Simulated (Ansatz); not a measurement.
# PbSe: the cost of one run

Method: DFT PBEsol, scalar-relativistic, plane waves, PAW, in Ansatz 0.2.0.

2 further runs of the same task are left out: 2 set aside as unsound or not needed.

### Step 1. Starting point

The structure is cubic, space group F-43m (No. 216). Conventional cell: a = 6.784 Å, b = 6.784 Å, c = 6.784 Å, α = 90.00°, β = 90.00°, γ = 90.00°. Pb (site symmetry -43m) has 4 Se at 2.94 Å in its first shell of neighbours. Se (site symmetry -43m) is surrounded by 4 Pb at 2.94 Å.

As a file:

```xyz
2
Lattice="0.0000 3.3922 3.3922 3.3922 0.0000 3.3922 3.3922 3.3922 0.0000" Properties=species:S:1:pos:R:3 pbc="T T T"
Pb    0.0000    0.0000    0.0000
Se    1.6961    1.6961    1.6961
```

This cell comes from an earlier session at PBEsol: 39.036 Å³/atom at 0.00 GPa, on a 8×8×8 mesh.

### Step 2. Response at Γ by perturbation theory

File input.yaml:

```yaml
crystal:
  lattice:
    - [0.0, 3.392244396, 3.392244396]
    - [3.392244396, 0.0, 3.392244396]
    - [3.392244396, 3.392244396, 0.0]
  atoms:
    - { symbol: Pb, position: [0.0, 0.0, 0.0] }
    - { symbol: Se, position: [0.25, 0.25, 0.25] }
basis:
  ecutwfc: 420
  ecutrho_ratio: 4
kpoints:
  mp_grid: { grid: [8, 8, 8] }
hamiltonian:
  xc: pbesol
scf:
  occupations: { method: fixed }
output: {}
phonons:
  method: dfpt
  dielectric: true
  rigid_motions: translations
```

The run is started by

```sh
ansatz run input.yaml --threads 4 --pin off --max-ram 8192MiB --backend cpu --events-out ev --progress --plain --runs-dir out
```

What time and memory should one allow on 4 threads of Intel Xeon 6975P-C (Granite Rapids), shared host?

About 18 s, with a peak of 0.93 GiB.
